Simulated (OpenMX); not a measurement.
The system is Au.

```
Au
1.0
    -1.65727    1.65727    1.65727
     1.65727   -1.65727    1.65727
     1.65727    1.65727   -1.65727
Au
1
Direct
  0.00000 0.00000 0.00000
```

This isn't the form of Au at room conditions, which is fcc.

```yaml
Program: OpenMX 3.8.5
Task: single point
Functional: PBE
Potentials_or_basis: OpenMX 2013 PBE set, Au7.0-s3p2d2f1, grid cutoff 400 Ry
k_mesh: 11 × 11 × 11
Occupations: fermi-dirac, width 0.05 eV
Spin: no spin polarisation
```

On this cell: pressure 0.2 GPa; band gap on the k mesh none (metal or under the smearing width).

The same run follows on a disturbed copy (cell strained at random at fixed volume):

```
CELL_PARAMETERS angstrom
-1.66724 1.61085 1.66470
1.60373 -1.63568 1.62603
1.73643 1.70488 -1.68953
ATOMIC_POSITIONS crystal
Au 0.99012 0.98291 0.97870
```

Q: What does the disturbed cell give?

A: The energy (extrapolated to zero smearing) moves by +8.8 meV/atom; pressure 0.7 GPa; band gap on the k mesh none (metal or under the smearing width).

Caveats: the basis of atomic orbitals isn't converged, which shifts pressures, moduli and gaps.
